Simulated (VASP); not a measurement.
# Sr (P6_3/mmc) in VASP: further runs

The runs below take Sr through single point, with PBE.

Everything below comes from runs of VASP 6.6.1. Logs are shortened: lines on timing, memory, paths and dates and some standing lists are left out, and cuts for length are marked.

## (1) The structure

It takes space group P6_3/mmc (No. 194, hexagonal). The conventional cell has a = 4.310 Å, b = 4.310 Å, c = 7.050 Å, α = 90.00°, β = 90.00°, γ = 120.00°. Sr (site symmetry -6m2) has 12 Sr at 4.31 Å as nearest neighbours.

This isn't the form of Sr at room conditions, which is fcc.

## (2) Single point, PBE

Contents of INCAR:

```
SYSTEM = Sr
  ADDGRID = .False.
  ALGO = Normal
  EDIFF = 1E-6
  ENCUT = 400
  GGA = PE
  ISIF = 2
  ISMEAR = 0
  LASPH = .True.
  LCHARG = .False.
  LREAL = .False.
  LWAVE = .False.
  NBANDS = 17
  NELM = 100
  PREC = Accurate
  SIGMA = 0.4
```

Contents of KPOINTS:

```
k-points
0
Gamma
  10 10 6
  0 0 0
```

Contents of POSCAR:

```
Sr
1.0
    4.3100000000      0.0000000000      0.0000000000
   -2.1550000000      3.7325694903      0.0000000000
    0.0000000000      0.0000000000      7.0500000000
Sr
2
Direct
    0.6432960000      0.3178180000      0.7464440000
    0.3199860000      0.6535770000      0.2508690000
```

Potentials or basis: VASP PAW PBE potentials, release 64 (Sr_sv).

Started as:

```sh
cat potpaw_PBE.64/Sr_sv/POTCAR > POTCAR
mpirun -np 1 vasp_std > vasp.out
```

OUTCAR:

```text
SYSTEM = Sr
   EDIFF = 1E-6
   ENCUT = 400
   GGA = PE
   ISIF = 2
   ISMEAR = 0
   LASPH = .True.
   LREAL = .False.
   NELM = 100
   PREC = Accurate

 Found    304 irreducible k-points:

 Following reciprocal coordinates:
            Coordinates               Weight
  0.000000  0.000000  0.000000      1.000000
  0.100000  0.000000  0.000000      2.000000
  0.000000  0.100000  0.000000      2.000000
 -0.100000  0.100000  0.000000      2.000000
  0.200000  0.000000  0.000000      2.000000
  0.000000  0.200000  0.000000      2.000000
   k-points           NKPTS =    304   k-points in BZ     NKDIM =    304   number of bands    NBANDS=     17
   number of dos      NEDOS =    301   number of ions     NIONS =      2
   total plane-waves  NPLWV =  37632
   dimension x,y,z NGX =    28 NGY =   28 NGZ =   48
   dimension x,y,z NGXF=    56 NGYF=   56 NGZF=   96
   ions per type =               2
   NGX,Y,Z   is equivalent  to a cutoff of  10.80, 10.80, 11.32 a.u.
   NGXF,Y,Z  is equivalent  to a cutoff of  21.60, 21.60, 22.64 a.u.
 SYSTEM =  Sr
   PREC   = accura    normal or accurate (medium, high low for compatibility)
   ISTART =      0    job   : 0-new  1-cont  2-samecut
   ICHARG =      2    charge: 1-file 2-atom 10-const
   ISPIN  =      1    spin polarized calculation?
   LNONCOLLINEAR =      F non collinear calculations
   LSORBIT =      F    spin-orbit coupling
   LASPH  =      T    aspherical Exc in radial PAW
   ENCUT  =  400.0 eV  29.40 Ry    5.42 a.u.   7.03  7.03 11.50*2*pi/ulx,y,z
   NELM   =    100;   NELMIN=  2; NELMDL= -5     # of ELM steps
   EDIFF  = 0.1E-05   stopping-criterion for ELM
   LREAL  =      F    real-space projection
   EDIFFG = 0.1E-04   stopping-criterion for IOM
   NSW    =      0    number of steps for IOM
   IBRION =     -1    ionic relax: 0-MD 1-quasi-New 2-CG
   NFREE  =      0    steps in history (QN), initial steepest desc. (CG)
   ISIF   =      2    stress and relaxation
   ISYM   =      2    0-nonsym 1-usesym 2-fastsym
   POTIM  = 0.5000    time-step for ionic-motion
   TEBEG  =    0.0;   TEEND  =   0.0 temperature during run
   PSTRESS=    0.0 pullay stress
   NELECT =      20.0000    total number of electrons
   NUPDOWN=      -1.0000    fix difference up-down
   EMIN   =  10.00;   EMAX   =-10.00  energy-range for DOS
   EFERMI =   0.00;   METHOD = LEGACY
   ISMEAR =     0;   SIGMA  =   0.40  broadening in eV -4-tet -1-fermi 0-gaus
   EFERMI_NEDOS =   21; number of points for ismear=-14 and -15
   IALGO  =     38    algorithm
   IMIX   =      4    mixing-type and parameters
     AMIX     =   0.40;   BMIX     =  1.00
     AMIX_MAG =   1.60;   BMIX_MAG =  1.00
  volume/ion in A,a.u.               =      56.71       382.68
  Fermi-wavevector in a.u.,A,eV,Ry     =   0.918037  1.734838 11.466874  0.842791
  Thomas-Fermi vector in A             =   2.043073
   LORBIT       =      0    0 simple, 1 ext, 2 COOP (PROOUT), +10 PAW based schemes
   GGA     = PE    functional components
   LHFCALC =     F    Hartree Fock is set to
   AEXX    =    0.0000 exact exchange contribution
   IVDW    =     0    specifies the selected vdW correction
   LEPSILON=     F    determine dielectric tensor
   LRPA    =     F    only Hartree local field effects (RPA)
 non-spin polarized calculation
 Gauss-broadening in eV      SIGMA  =   0.40
  energy-cutoff  :      400.00
  volume of cell :      113.42
 maximum number of plane-waves:      2078
   NGX = 15   NGY = 15   NGZ = 23

 number of electron      20.0000000 magnetization

 Free energy of the ion-electron system (eV)
  ---------------------------------------------------
  ext. energy  EPLUGINS =         0.00000000
  ---------------------------------------------------
  free energy    TOTEN  =        -3.37355189 eV

  energy without entropy =       -3.14588374  energy(sigma->0) =       -3.25971781

 E-fermi :   1.4167     XC(G=0):  -7.2566

 val. band max:        1.4106361267   @ k =  -0.3000   0.3000   0.0000
 cond. band min:       1.4371806606   @ k =  -0.3000  -0.2000   0.1667
 fundamental gap:      0.0265445339
 Fermi energy:         1.4166819432

 k-point     1 :       0.0000    0.0000    0.0000
  band No.  band energies     occupation
      1     -35.1810      2.00000
      2     -35.1691      2.00000
      3     -17.2460      2.00000
      4     -17.0995      2.00000
      5     -17.0970      2.00000
      6     -17.0744      2.00000
      7     -17.0739      2.00000
      8     -17.0713      2.00000
      9      -2.1199      2.00000
     10       0.3658      1.99980
     11       1.5029      0.76044
     12       3.7502      0.00000
     13       3.7564      0.00000
     14       3.7674      0.00000
     15       4.1386      0.00000
     16       4.1674      0.00000
     17       4.6291      0.00000

 k-point     2 :       0.1000    0.0000    0.0000
  band No.  band energies     occupation
      1     -35.1800      2.00000
      2     -35.1686      2.00000
      3     -17.2406      2.00000
      4     -17.1099      2.00000
      5     -17.1034      2.00000
      6     -17.0876      2.00000
      7     -17.0761      2.00000
      8     -17.0733      2.00000
      9      -1.9812      2.00000
     10       0.5114      1.99863
     11       1.4931      0.78700
     12       3.3629      0.00000
     13       3.8766      0.00000
     14       3.9039      0.00000
     15       4.0172      0.00000
     16       4.2964      0.00000
     17       4.4341      0.00000

 k-point     3 :       0.0000    0.1000    0.0000
  band No.  band energies     occupation
      1     -35.1800      2.00000
      2     -35.1686      2.00000
      3     -17.2404      2.00000
      4     -17.1115      2.00000
      5     -17.1019      2.00000
      6     -17.0874      2.00000
      7     -17.0763      2.00000
      8     -17.0734      2.00000
      9      -1.9810      2.00000
     10       0.5119      1.99862
     11       1.4938      0.78521
     12       3.3589      0.00000
     13       3.8831      0.00000
     14       3.8999      0.00000
     15       4.0341      0.00000
     16       4.2812      0.00000
     17       4.4002      0.00000

 k-point     4 :      -0.1000    0.1000    0.0000
  band No.  band energies     occupation
      1     -35.1800      2.00000
      2     -35.1686      2.00000
      3     -17.2404      2.00000
      4     -17.1120      2.00000
      5     -17.1014      2.00000
      6     -17.0873      2.00000
      7     -17.0764      2.00000
      8     -17.0735      2.00000
      9      -1.9810      2.00000
     10       0.5121      1.99862
     11       1.4940      0.78448
     12       3.3572      0.00000
     13       3.8862      0.00000
     14       3.8965      0.00000
     15       4.0445      0.00000
     16       4.2731      0.00000
     17       4.3922      0.00000

 k-point     5 :       0.2000    0.0000    0.0000
  band No.  band energies     occupation
      1     -35.1773      2.00000
      2     -35.1673      2.00000
      3     -17.2255      2.00000
      4     -17.1438      2.00000
      5     -17.1214      2.00000
      6     -17.1136      2.00000
      7     -17.0821      2.00000
      8     -17.0794      2.00000
      9      -1.5801      2.00000
     10       0.9106      1.92645
     11       1.4789      0.82594
     12       2.7907      0.00000
     13       3.4411      0.00000
     14       3.9004      0.00000
     15       4.1828      0.00000
     16       4.2511      0.00000
     17       4.3237      0.00000

 k-point     6 :       0.0000    0.2000    0.0000
  band No.  band energies     occupation
      1     -35.1772      2.00000
      2     -35.1673      2.00000
      3     -17.2249      2.00000
      4     -17.1450      2.00000
      5     -17.1215      2.00000
      6     -17.1123      2.00000
      7     -17.0822      2.00000
      8     -17.0800      2.00000
      9      -1.5794      2.00000
     10       0.9131      1.92499
     11       1.4821      0.81721
     12       2.7871      0.00000
     13       3.4425      0.00000
     14       3.8697      0.00000
     15       4.2017      0.00000
     16       4.2600      0.00000
     17       4.3343      0.00000

 [... further k-points ...]

------------------------ aborting loop because EDIFF is reached ----------------------------------------

  FORCE on cell =-STRESS in cart. coord.  units (eV):
  Direction    XX          YY          ZZ          XY          YZ          ZX
  --------------------------------------------------------------------------------------
  -------------------------------------------------------------------------------------
  Total       -0.1980865     -0.1821379     -0.2096250     -0.0324662      0.0003652      0.0017109
  in kB       -2.7982806     -2.5729809     -2.9612799     -0.4586350      0.0051585      0.0241687
  external PRESSURE =      -2.7775138 kB  Pullay stress =       0.0000000 kB

 VOLUME and BASIS-vectors are now :
 -----------------------------------------------------------------------------
  energy-cutoff  :      400.00
  volume of cell :      113.42
      direct lattice vectors                 reciprocal lattice vectors
     4.310000000  0.000000000  0.000000000     0.232018561  0.133955979  0.000000000
    -2.155000000  3.732569490  0.000000000     0.000000000  0.267911958  0.000000000
     0.000000000  0.000000000  7.050000000     0.000000000  0.000000000  0.141843972

 POSITION                                       TOTAL-FORCE (eV/Angst)
 -----------------------------------------------------------------------------------
      2.08771      1.18628      5.26243         0.011650      0.002449      0.040578
     -0.02932      2.43952      1.76863        -0.011650     -0.002449     -0.040578
 -----------------------------------------------------------------------------------
    total drift:                                0.000002     -0.000003     -0.000001

  FREE ENERGIE OF THE ION-ELECTRON SYSTEM (eV)
  ---------------------------------------------------
  free  energy   TOTEN  =        -3.3735518881 eV

  energy  without entropy=       -3.1458837375  energy(sigma->0) =       -3.25971781
```

Wall time 1.7 min (1 thread of Intel Xeon 6975P-C (Granite Rapids), shared host); peak memory 0.43 GiB.

These settings aren't checked as converged: the numbers below hold their error.

What came out:

```yaml
Free_energy: -3.3736 eV
Pressure: -0.3 GPa
Largest_force: 0.042 eV/Å
Band_gap_on_the_k_mesh: none (metal or under the smearing width)
```

## (3) Single point, PBE

Changes to INCAR since step 2:

```diff
@@ -15,2 +15,2 @@
   PREC = Accurate
-  SIGMA = 0.4
+  SIGMA = 0.2
```

KPOINTS is that of step 2.

Contents of POSCAR:

```
Sr
1.0
    4.3100000000      0.0000000000      0.0000000000
   -2.1550000000      3.7325694903      0.0000000000
    0.0000000000      0.0000000000      7.0500000000
Sr
2
Direct
    0.6666666667      0.3333333333      0.7500000000
    0.3333333333      0.6666666667      0.2500000000
```

Potentials or basis: VASP PAW PBE potentials, release 64 (Sr_sv).

Started as:

```sh
cat potpaw_PBE.64/Sr_sv/POTCAR > POTCAR
mpirun -np 1 vasp_std > vasp.out
```

It took 22 s on 1 thread of Intel Xeon 6975P-C (Granite Rapids), shared host; peak memory 0.2 GiB.

These settings aren't checked as converged: the numbers below hold their error.

What came out:

* Free energy: -3.2906 eV
* Pressure: -0.3 GPa
* Band gap on the k mesh: none (metal or under the smearing width)

## (4) The reference run

An earlier run on the cell as given: functional PBE; potentials or basis VASP PAW PBE potentials, release 64 (Sr_sv); cutoff 520 eV; k mesh 7 × 7 × 4; occupations fermi-dirac, width 0.05 eV; no spin polarisation.

- Pressure: -0.3 GPa
- Band gap on the k mesh: none (metal or under the smearing width)
